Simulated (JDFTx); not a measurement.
# PbSe (Clausthalite) (Fm-3m) in JDFTx: reference runs

How does PbSe (Clausthalite) come out in PBEsol? The cell is run as given.

Program: JDFTx 1.7.0 (patched build). These are calculated values, not measurements. Logs are shortened: lines on timing, memory, paths and dates and some standing lists are left out, and cuts for length are marked. The log counts tension as positive stress, the text compression.

**Measured values to compare with.**

A printed reference work, monograph reports, for a bulk crystal of PbSe at 300 K: band gap 0.28 eV (direct).

The runs below are set against these values where they give the same quantity.

### Step 1. The crystal as given

It takes space group Fm-3m (No. 225, cubic). The conventional cell has a = 6.121 Å, b = 6.121 Å, c = 6.121 Å, α = 90.00°, β = 90.00°, γ = 90.00°. Pb (site symmetry m-3m) is surrounded by 6 Se at 3.06 Å. Se (site symmetry m-3m) is surrounded by 6 Pb at 3.06 Å.

### Step 2. Single point, PBEsol

PbSe.in reads:

```
lattice \
    0.0000000000     5.7837902633     5.7837902633 \
    5.7837902633     0.0000000000     5.7837902633 \
    5.7837902633     5.7837902633     0.0000000000
coords-type Lattice
ion Pb     0.0000000000     0.0000000000     0.0000000000 1
ion Se     0.5000000000     0.5000000000     0.5000000000 1

ion-species pseudo/Pb.upf
ion-species pseudo/Se.upf
elec-cutoff 43 344
elec-ex-corr gga-PBEsol
kpoint-folding 8 8 8
elec-smearing Fermi 0.0018374661
elec-n-bands 22
electronic-SCF nIterations 100 energyDiffThreshold 1e-09
electronic-minimize nIterations 30 energyDiffThreshold 1e-7
converge-empty-states yes
forces-output-coords Cartesian

dump-name run.$VAR
dump End Ecomponents EigStats BandEigs Kpoints Forces Stress ElecDensity Dtot KEdensity
```

Potentials or basis: PseudoDojo-SR-PBEsol-0.4.1-standard with smoothed tails.

Started as:

```bash
> jdftx -c 1 -i PbSe.in -o PbSe.out
```

Standard output:

```text
*************** JDFTx 1.7.0 (patched build) ***************

[... 9 lines left out ...]
---------- Initializing the Grid ----------
R =
[            0      5.78379      5.78379  ]
[      5.78379            0      5.78379  ]
[      5.78379      5.78379            0  ]
unit cell volume = 386.961
G =
[  -0.543172   0.543172   0.543172  ]
[   0.543172  -0.543172   0.543172  ]
[   0.543172   0.543172  -0.543172  ]
Minimum fftbox size, Smin = [  72  72  72  ]
Chosen fftbox size, S = [  72  72  72  ]

---------- Initializing tighter grid for wavefunction operations ----------
R =
[            0      5.78379      5.78379  ]
[      5.78379            0      5.78379  ]
[      5.78379      5.78379            0  ]
unit cell volume = 386.961
G =
[  -0.543172   0.543172   0.543172  ]
[   0.543172  -0.543172   0.543172  ]
[   0.543172   0.543172  -0.543172  ]
Minimum fftbox size, Smin = [  52  52  52  ]
Chosen fftbox size, S = [  54  54  54  ]

---------- Exchange Correlation functional ----------
Initalized PBEsol GGA exchange.
Initalized PBEsol GGA correlation.

---------- Setting up pseudopotentials ----------
Width of ionic core gaussian charges (only for fluid interactions / plotting) set to 0

Reading pseudopotential file 'pseudo/Pb.upf':
  'Pb' pseudopotential, 'PBESOL' functional
  Generated using ONCVPSP code by D. R. Hamann
  14 valence electrons, 3 orbitals, 6 projectors, 1001 radial grid points, with lMax = 2
    5D    l: 2   occupation: 10.0   eigenvalue: -0.777665
    6S    l: 0   occupation:  2.0   eigenvalue: -0.444510
    6P    l: 1   occupation:  2.0   eigenvalue: -0.129233
  Core radius for overlap checks: 2.30 bohrs.

Reading pseudopotential file 'pseudo/Se.upf':
  'Se' pseudopotential, 'PBESOL' functional
  Generated using ONCVPSP code by D. R. Hamann
  16 valence electrons, 3 orbitals, 6 projectors, 1001 radial grid points, with lMax = 2
    3D    l: 2   occupation: 10.0   eigenvalue: -1.952113
    4S    l: 0   occupation:  2.0   eigenvalue: -0.635470
    4P    l: 1   occupation:  4.0   eigenvalue: -0.239251
  Core radius for overlap checks: 1.83 bohrs.

Initialized 2 species with 2 total atoms.

Folded 1 k-points by 8x8x8 to 512 k-points.

---------- Setting up k-points, bands, fillings ----------
Reduced to 29 k-points under symmetry.
Computing the number of bands and number of electrons
Calculating initial fillings.
nElectrons:  30.000000   nBands: 22   nStates: 29

----- Setting up reduced wavefunction bases (one per k-point) -----
average nbasis = 5211.705 , ideal nbasis = 5211.519

---------- Setting up ewald sum ----------
Optimum gaussian width for ewald sums = 2.626897 bohr.
Real space sum over 1331 unit cells with max indices [  5  5  5  ]
Reciprocal space sum over 2197 terms with max indices [  6  6  6  ]

---------- Allocating electronic variables ----------
Initializing wave functions:  linear combination of atomic orbitals
Note: number of bands (22) exceeds available atomic orbitals (18)
Pb pseudo-atom occupations:   s ( 2 )  p ( 2 )  d ( 10 )
Se pseudo-atom occupations:   s ( 2 )  p ( 4 )  d ( 10 )
	FillingsUpdate:  mu: +0.375788950  nElectrons: 30.000000
LCAOMinimize: Iter:   0  F: -171.7560964914349881  |grad|_K:  2.292e-03  alpha:  1.000e+00
	FillingsUpdate:  mu: +0.363121777  nElectrons: 30.000000
LCAOMinimize: Iter:   1  F: -171.7733239833373489  |grad|_K:  3.428e-04  alpha:  3.829e-01  linmin: -2.202e-01  cgtest:  9.237e-01
LCAOMinimize: Encountered beta<0, resetting CG.
	FillingsUpdate:  mu: +0.361257748  nElectrons: 30.000000
LCAOMinimize: Iter:   2  F: -171.7736762652545792  |grad|_K:  8.379e-06  alpha:  4.281e-01  linmin:  2.225e-01  cgtest: -5.319e-01
	FillingsUpdate:  mu: +0.361257790  nElectrons: 30.000000
LCAOMinimize: Iter:   3  F: -171.7736765945928425  |grad|_K:  4.755e-06  alpha:  9.529e-01  linmin: -1.597e-05  cgtest:  5.631e-01
	FillingsUpdate:  mu: +0.361283074  nElectrons: 30.000000
LCAOMinimize: Iter:   4  F: -171.7736766611871531  |grad|_K:  1.053e-07  alpha:  4.198e-01  linmin:  2.997e-03  cgtest: -9.798e-03
LCAOMinimize: Converged (|Delta F|<1.000000e-06 for 2 iters).

-------- Electronic minimization -----------
Will mix electronic density at each iteration.
	FillingsUpdate:  mu: +0.361283074  nElectrons: 30.000000
	FillingsUpdate:  mu: +0.348931501  nElectrons: 30.000000
SCF: Cycle:  0   F: -171.800772904479089   dF: -2.710e-02   |Residual|: 3.045e-02   |deigs|: 1.324e-01
	FillingsUpdate:  mu: +0.346913628  nElectrons: 30.000000
SCF: Cycle:  1   F: -171.802584458416078   dF: -1.812e-03   |Residual|: 1.032e-02   |deigs|: 1.061e-02
	FillingsUpdate:  mu: +0.346459203  nElectrons: 30.000000
SCF: Cycle:  2   F: -171.802654626024463   dF: -7.017e-05   |Residual|: 3.767e-03   |deigs|: 2.782e-03
	FillingsUpdate:  mu: +0.346611156  nElectrons: 30.000000
SCF: Cycle:  3   F: -171.802657845857112   dF: -3.220e-06   |Residual|: 6.586e-04   |deigs|: 2.914e-04
	FillingsUpdate:  mu: +0.346651869  nElectrons: 30.000000
SCF: Cycle:  4   F: -171.802658286574911   dF: -4.407e-07   |Residual|: 2.254e-04   |deigs|: 1.146e-04
	FillingsUpdate:  mu: +0.346685502  nElectrons: 30.000000
SCF: Cycle:  5   F: -171.802658422123415   dF: -1.355e-07   |Residual|: 7.894e-05   |deigs|: 1.017e-04
	FillingsUpdate:  mu: +0.346699036  nElectrons: 30.000000
SCF: Cycle:  6   F: -171.802658446583649   dF: -2.446e-08   |Residual|: 1.809e-05   |deigs|: 6.841e-05
	FillingsUpdate:  mu: +0.346698644  nElectrons: 30.000000
SCF: Cycle:  7   F: -171.802658456003599   dF: -9.420e-09   |Residual|: 7.294e-06   |deigs|: 1.693e-04
	FillingsUpdate:  mu: +0.346699027  nElectrons: 30.000000
SCF: Cycle:  8   F: -171.802658457869057   dF: -1.865e-09   |Residual|: 1.434e-06   |deigs|: 9.787e-05
	FillingsUpdate:  mu: +0.346699076  nElectrons: 30.000000
SCF: Cycle:  9   F: -171.802658458870667   dF: -1.002e-09   |Residual|: 1.547e-06   |deigs|: 1.766e-04
	FillingsUpdate:  mu: +0.346699081  nElectrons: 30.000000
SCF: Cycle: 10   F: -171.802658459039094   dF: -1.684e-10   |Residual|: 8.282e-07   |deigs|: 9.445e-05
	FillingsUpdate:  mu: +0.346699051  nElectrons: 30.000000
SCF: Cycle: 11   F: -171.802658459145533   dF: -1.064e-10   |Residual|: 7.610e-07   |deigs|: 1.652e-04
SCF: Converged (|Delta E|<1.000000e-09 for 2 iters).

Setting wave functions to eigenvectors of Hamiltonian
Converging empty states (this may take a while): |deigs|: 4.386e-04

# Stress tensor in Cartesian coordinates [Eh/a0^3]:
[  1.67235e-05            0            0  ]
[            0  1.67235e-05            0  ]
[            0            0  1.67235e-05  ]

# Ionic positions in lattice coordinates:
ion Pb   0.000000000000000   0.000000000000000   0.000000000000000 1
ion Se   0.500000000000000   0.500000000000000   0.500000000000000 1

# Forces in Cartesian coordinates:
force Pb   0.000000000000000   0.000000000000000   0.000000000000000 1
force Se   0.000000000000000  -0.000000000000000  -0.000000000000000 1

# Energy components:
   Eewald =     -110.6782003385670663
       EH =       49.9322445260866914
     Eloc =     -132.8762224536534120
      Enl =      -66.8812113521536560
      Exc =      -43.7806359446534543
 Exc_core =       19.6151885924451008
       KE =      112.8661983451187041
-------------------------------------
     Etot =     -171.8026386253770568
       TS =        0.0000198337684794
-------------------------------------
        F =     -171.8026584591455332

IonicMinimize: Iter:   0  F: -171.802658459145533  |grad|_K:       -nan
IonicMinimize: None of the convergence criteria satisfied after 0 iterations.

#--- Lowdin population analysis ---
# oxidation-state Pb +0.360
# oxidation-state Se -0.319

Dumping 'run.eigStats' ...
	eMin: -1.395652 at state 20 ( [ +0.000000 +0.500000 +0.500000 ] spin 0 )
	HOMO: +0.342839 at state 4 ( [ +0.000000 +0.000000 +0.500000 ] spin 0 )
	mu  : +0.346699
	LUMO: +0.350556 at state 4 ( [ +0.000000 +0.000000 +0.500000 ] spin 0 )
	eMax: +0.810383 at state 27 ( [ +0.125000 +0.500000 -0.375000 ] spin 0 )
	HOMO-LUMO gap: +0.007717
	Optical gap  : +0.007717 at state 4 ( [ +0.000000 +0.000000 +0.500000 ] spin 0 )
Done!
```

Run time: 3.5 min. Hardware: 1 thread of Intel Xeon Platinum 8259CL at 2.50GHz (Skylake/Cascade Lake), shared host; peak memory 0.22 GiB.

What came out:

```yaml
Free_energy: -4674.9885 eV
Pressure: -0.5 GPa
Band_gap_on_the_k_mesh: 0.21 eV, direct
Loewdin_charges: Pb +0.36; Se -0.32 e
```

Levels at points of the mesh, in eV from the valence-band top:
```csv
k point,band 13,band 14,band 15,band 16,band 17,band 18
"(0.00, 0.00, 0.00)",-1.86,-1.86,-1.86,4.68,4.68,4.68
"(0.00, 0.00, 0.50)",-1.45,-1.45,0.00,0.21,1.66,1.66
"(0.00, 0.50, 0.50)",-5.01,-3.24,-3.24,3.60,5.59,5.59
```

Caveat: spin-orbit coupling is left out, which as a rule narrows the gap of such compounds by several tenths of an eV.

### Step 3. Comparison with measurements

Step 2. Measured gap of PbSe: 0.28 eV (direct; 300 K; a printed reference work, monograph). This calculation gives 0.21 eV (-0.07 eV). 2 values of this kind are on record (0.15 to 0.28 eV); this one was drawn at random. Spin-orbit coupling on Pb, Se is left out. The value is that of PBEsol on a finite k mesh, which can miss the band edges, without temperature or zero-point motion. Semilocal functionals fall short of measured gaps as a rule.
